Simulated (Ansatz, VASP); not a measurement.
Two plane-wave programs on WSe4

The input INCAR:

```
SYSTEM = WSe4
  PREC = Accurate
  ENCUT = 600
  EDIFF = 1E-7
  ISMEAR = 0
  SIGMA = 0.1
  LREAL = .False.
  LASPH = .True.
  NELM = 100
  ALGO = Normal
  ISIF = 3
  LWAVE = .False.
  LCHARG = .False.
  GGA = PE
  IBRION = 2
  NSW = 90
  EDIFFG = -0.04
```

File KPOINTS:

```
regular mesh
0
Gamma
  4 4 4
  0 0 0
```

Contents of POSCAR:

```
WSe4
1.0
    5.2206496800      0.0000000000      0.0000000000
    0.0000000000      5.2206496800      0.0000000000
    0.0000000000      0.0000000000      5.2206496800
W Se
1 4
Direct
    0.0000000000      0.0000000000      0.0000000000
    0.2500000000      0.2500000000      0.2500000000
    0.7500000000      0.7500000000      0.2500000000
    0.2500000000      0.7500000000      0.7500000000
    0.7500000000      0.2500000000      0.7500000000
```

Input for Ansatz:

```yaml
crystal:
  lattice:
    - [5.22064968, 0.0, 0.0]
    - [0.0, 5.22064968, 0.0]
    - [0.0, 0.0, 5.22064968]
  atoms:
    - { symbol: W, position: [0.0, 0.0, 0.0] }
    - { symbol: Se, position: [0.25, 0.25, 0.25] }
    - { symbol: Se, position: [0.75, 0.75, 0.25] }
    - { symbol: Se, position: [0.25, 0.75, 0.75] }
    - { symbol: Se, position: [0.75, 0.25, 0.75] }
basis:
  ecutwfc: 420
kpoints:
  mp_grid: { grid: [4, 4, 4] }
hamiltonian:
  xc: pbe
scf:
  occupations: { method: gaussian, width: 0.1 }
  lower_state_search: "off"
output:
  forces: true
  stress: true
  eigenvalues: true
relax:
  adjacent_minimum: "off"
  f_tol: 0.04
  max_steps: 70
  cell: { stress_tol: 0.4 }
```

Change from the starting cell: species swapped into the SnI4 type (P-43m, No. 215).

Alike in both runs: task relaxation of cell and atoms; functional PBE; k mesh 4 × 4 × 4; occupations gaussian, width 0.1 eV; no spin polarisation.

```csv
,VASP,Ansatz
version,VASP 6.6.1,Ansatz 0.2.0
potentials or method,"VASP PAW PBE potentials, release 64 (W_sv, Se)","scalar-relativistic, plane waves, PAW"
plane-wave cutoff (eV),600,420
valence electrons in the cell,38,78
```

```csv
,VASP,Ansatz,Ansatz less VASP
"gap on the k mesh at the Fermi level, each at its own relaxed structure (eV)",none,none,-
relaxed volume (Å³/atom),32.42,32.92,+0.499
relaxed cell length with the largest relative difference (Å),5.452,5.480,+0.0278
energy change over the relaxation (meV/atom),-48,-47,+1.7
```

A gap of «none» marks a metal or a gap that the smearing closes. The two sets of potentials don't hold the same shells in valence.

The runs have no spin-orbit coupling, so splittings on W are missing.
